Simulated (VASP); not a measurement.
# InAs (F-43m) in VASP: notebook, part 2 of 2

VASP 6.6.1. The steps go on from the part before.

## (3) Electric field gradients, PBEsol

The input, INCAR:

```
SYSTEM = InAs
PREC = Accurate ; ENCUT = 520
EDIFF = 1E-8 ; ISMEAR = -1
SIGMA = 0.05 ; LREAL = .False.
LASPH = .True. ; NELM = 60
ALGO = Normal ; ISIF = 2
LWAVE = .False. ; LCHARG = .False.
GGA = PS ; LEFG = .True.
NBANDS = 46
```

The input, KPOINTS:

```
regular mesh
0
Gamma
  6 6 6
  0 0 0
```

The input, POSCAR:

```
InAs
1.0
    6.0360000000      0.0000000000      0.0000000000
    0.0000000000      6.0360000000      0.0000000000
    0.0000000000      0.0000000000      6.0360000000
In As
4 4
Direct
    0.0000000000      0.0000000000      0.0000000000
    0.5000000000      0.5000000000      0.0000000000
    0.5000000000      0.0000000000      0.5000000000
    0.0000000000      0.5000000000      0.5000000000
    0.2500000000      0.2500000000      0.2500000000
    0.7500000000      0.7500000000      0.2500000000
    0.7500000000      0.2500000000      0.7500000000
    0.2500000000      0.7500000000      0.7500000000
```

Potentials or basis: VASP PAW PBE potentials, release 64 (In_d, As).

On the command line:

```sh
$ cat potpaw_PBE.64/In_d/POTCAR potpaw_PBE.64/As/POTCAR > POTCAR
$ mpirun -np 1 vasp_std > vasp.out
```

OUTCAR:

```text
SYSTEM = InAs
   PREC = Accurate
   ENCUT = 520
   EDIFF = 1E-8
   ISMEAR = -1
   LREAL = .False.
   LASPH = .True.
   NELM = 60
   ISIF = 2
   GGA = PS

 ion  position               nearest neighbor table
   1  0.000  0.000  0.000-   5 2.61   6 2.61   7 2.61   8 2.61
   2  0.500  0.500  0.000-   5 2.61   6 2.61   7 2.61   8 2.61
   3  0.500  0.000  0.500-   5 2.61   6 2.61   7 2.61   8 2.61
   4  0.000  0.500  0.500-   5 2.61   6 2.61   7 2.61   8 2.61
   5  0.250  0.250  0.250-   1 2.61   2 2.61   3 2.61   4 2.61
   6  0.750  0.750  0.250-   1 2.61   2 2.61   3 2.61   4 2.61
   7  0.750  0.250  0.750-   1 2.61   2 2.61   3 2.61   4 2.61
   8  0.250  0.750  0.750-   1 2.61   2 2.61   3 2.61   4 2.61

  LATTYP: Found a simple cubic cell.
 ALAT       =     6.0360000000

  Lattice vectors:

 A1 = (   6.0360000000,   0.0000000000,   0.0000000000)
 A2 = (   0.0000000000,   6.0360000000,   0.0000000000)
 A3 = (   0.0000000000,   0.0000000000,   6.0360000000)

Analysis of symmetry for initial positions (statically):
=====================================================================
 Subroutine PRICEL returns following result:

  LATTYP: Found a face centered cubic cell.
 ALAT       =     6.0360000000

  Lattice vectors:

 A1 = (   3.0180000000,  -3.0180000000,   0.0000000000)
 A2 = (   3.0180000000,   0.0000000000,   3.0180000000)
 A3 = (   0.0000000000,  -3.0180000000,   3.0180000000)

   4 primitive cells build up your supercell.

 Routine SETGRP: Setting up the symmetry group for a
 simple cubic supercell.

 Subroutine GETGRP returns: Found 24 space group operations
 (whereof 24 operations were pure point group operations)
 out of a pool of 48 trial point group operations.

The static configuration has the point symmetry T_d .

Analysis of symmetry for dynamics (positions and initial velocities):
=====================================================================
 Subroutine PRICEL returns following result:

  LATTYP: Found a face centered cubic cell.
 ALAT       =     6.0360000000

  Lattice vectors:

 A1 = (   3.0180000000,  -3.0180000000,   0.0000000000)
 A2 = (   3.0180000000,   0.0000000000,   3.0180000000)
 A3 = (   0.0000000000,  -3.0180000000,   3.0180000000)

   4 primitive cells build up your supercell.

 Routine SETGRP: Setting up the symmetry group for a
 simple cubic supercell.

 Subroutine GETGRP returns: Found 24 space group operations
 (whereof 24 operations were pure point group operations)
 out of a pool of 48 trial point group operations.

The dynamic configuration has the point symmetry T_d .

 Subroutine INISYM returns: Found 24 space group operations
 (whereof 24 operations are pure point group operations),
 and found     4 'primitive' translations

----------------------------------------------------------------------------------------

                                     Primitive cell

[... 113 lines left out ...]
   IVDW    =     0    specifies the selected vdW correction
   LEPSILON=     F    determine dielectric tensor
   LRPA    =     F    only Hartree local field effects (RPA)
 non-spin polarized calculation
  energy-cutoff  :      520.00
  volume of cell :      219.91
 maximum number of plane-waves:      5960
 NGX is ok and might be reduce to    48
   NGX = 23   NGY = 23   NGZ = 23

 number of electron      72.0000057 magnetization

 Free energy of the ion-electron system (eV)
  ---------------------------------------------------
  ext. energy  EPLUGINS =         0.00000000
  ---------------------------------------------------
  free energy    TOTEN  =       -33.93304377 eV

  energy without entropy =      -33.93149399  energy(sigma->0) =      -33.93226888

 E-fermi :   4.4965     XC(G=0):  -9.3082

 val. band max:        4.4279551916   @ k =   0.0000   0.0000   0.0000
 cond. band min:       5.3139761053   @ k =   0.5000   0.5000   0.5000
 fundamental gap:      0.8860209137
 Fermi energy:         4.4965058688

 k-point     1 :       0.0000    0.0000    0.0000
  band No.  band energies     occupation
      1     -10.1069      2.00000
      2     -10.1069      2.00000
      3     -10.1069      2.00000
      4      -9.9155      2.00000
      5      -9.9155      2.00000
      6      -9.9155      2.00000
[... 969 lines left out ...]
     45       9.0535      0.00000
     46       9.0535      0.00000

------------------------ aborting loop because EDIFF is reached ----------------------------------------

  FORCE on cell =-STRESS in cart. coord.  units (eV):
  Direction    XX          YY          ZZ          XY          YZ          ZX
  --------------------------------------------------------------------------------------
  -------------------------------------------------------------------------------------
  Total        2.1943730      2.1943730      2.1943730      0.0000000     -0.0000000      0.0000000
  in kB       15.9872344     15.9872344     15.9872344      0.0000000     -0.0000000      0.0000000
  external PRESSURE =      15.9872344 kB  Pullay stress =       0.0000000 kB

 VOLUME and BASIS-vectors are now :
 -----------------------------------------------------------------------------
  energy-cutoff  :      520.00
  volume of cell :      219.91
      direct lattice vectors                 reciprocal lattice vectors
     6.036000000  0.000000000  0.000000000     0.165672631  0.000000000  0.000000000
     0.000000000  6.036000000  0.000000000     0.000000000  0.165672631  0.000000000
     0.000000000  0.000000000  6.036000000     0.000000000  0.000000000  0.165672631

 POSITION                                       TOTAL-FORCE (eV/Angst)
 -----------------------------------------------------------------------------------
      0.00000      0.00000      0.00000         0.000000     -0.000000      0.000000
      3.01800      3.01800      0.00000         0.000000      0.000000      0.000000
      3.01800      0.00000      3.01800        -0.000000     -0.000000      0.000000
      0.00000      3.01800      3.01800         0.000000      0.000000      0.000000
      1.50900      1.50900      1.50900        -0.000000     -0.000000     -0.000000
      4.52700      4.52700      1.50900        -0.000000     -0.000000     -0.000000
      4.52700      1.50900      4.52700        -0.000000      0.000000     -0.000000
      1.50900      4.52700      4.52700        -0.000000     -0.000000     -0.000000
 -----------------------------------------------------------------------------------
    total drift:                                0.000000      0.000000     -0.000000

  FREE ENERGIE OF THE ION-ELECTRON SYSTEM (eV)
  ---------------------------------------------------
  free  energy   TOTEN  =       -33.9330437739 eV

  energy  without entropy=      -33.9314939882  energy(sigma->0) =      -33.93226888

 Electric field gradients (V/A^2)
---------------------------------------------------------------------
 ion       V_xx      V_yy      V_zz      V_xy      V_xz      V_yz
---------------------------------------------------------------------
   1      -0.000    -0.000     0.000     0.000     0.000     0.000
   2      -0.000    -0.000     0.000     0.000    -0.000    -0.000
   3      -0.000    -0.000     0.000     0.000    -0.000    -0.000
   4      -0.000    -0.000     0.000     0.000     0.000     0.000
   5       0.000     0.000     0.000     0.000     0.000     0.000
   6       0.000     0.000     0.000     0.000     0.000     0.000
   7       0.000     0.000     0.000     0.000     0.000     0.000
   8       0.000     0.000     0.000     0.000     0.000     0.000
---------------------------------------------------------------------

 Electric field gradients after diagonalization (V/A^2)
 (convention: |V_zz| > |V_xx| > |V_yy|)
----------------------------------------------------------------------
 ion       V_xx      V_yy      V_zz     asymmetry (V_yy - V_xx)/ V_zz
----------------------------------------------------------------------
   1      -0.000    -0.000     0.000       0.039
   2      -0.000    -0.000     0.000       0.047
   3      -0.000    -0.000     0.000       0.022
   4      -0.000    -0.000     0.000       0.027
   5       0.000     0.000     0.000      -0.350
   6       0.000     0.000     0.000      -0.413
   7       0.000     0.000     0.000      -0.341
   8       0.000     0.000     0.000      -0.356
----------------------------------------------------------------------

           NMR quadrupolar parameters

 Cq : quadrupolar parameter    Cq=e*Q*V_zz/h
 eta: asymmetry parameters     (V_yy - V_xx)/ V_zz
 Q  : nuclear electric quadrupole moment in mb (millibarn)
----------------------------------------------------------------------
 ion       Cq(MHz)       eta       Q (mb)
----------------------------------------------------------------------
   1       0.000       0.039       1.000
   2       0.000       0.047       1.000
   3       0.000       0.022       1.000
   4       0.000       0.027       1.000
   5       0.000      -0.350       1.000
   6       0.000      -0.413       1.000
   7       0.000      -0.341       1.000
   8       0.000      -0.356       1.000
----------------------------------------------------------------------
```

It took 9.6 min on 1 thread of AMD EPYC 7R13, shared host; peak memory 0.38 GiB.

Results:

```yaml
Free_energy: -33.9330 eV
Pressure: 1.6 GPa
Band_gap_on_the_k_mesh: zero (filled and empty bands touch)
```

Caveat: without QUAD_EFG the Cq values of the log hold for a quadrupole moment of 1 mb, not for the nuclei; the PAW data sets were made with another functional, which shifts forces and pressure a little; spin-orbit coupling is left out, which moves the levels of the heavy elements.

## (4) Against experiment

Step 2. Against the measured gap of InAs, 0.418 eV (direct; 4.2 K; a printed reference work, data compilation), the calculated 0.00 eV is off by -0.42 eV. Spin-orbit coupling on As, In is left out. The value is that of PBEsol on a finite k mesh, which can miss the band edges, without temperature or zero-point motion. Semilocal functionals fall short of measured gaps as a rule.

Step 3. Against the measured gap of InAs, 0.418 eV (direct; 4.2 K; a printed reference work, data compilation), the calculated 0.00 eV is off by -0.42 eV. Spin-orbit coupling on As, In is left out. The value is that of PBEsol on a finite k mesh, which can miss the band edges, without temperature or zero-point motion. Semilocal functionals fall short of measured gaps as a rule.
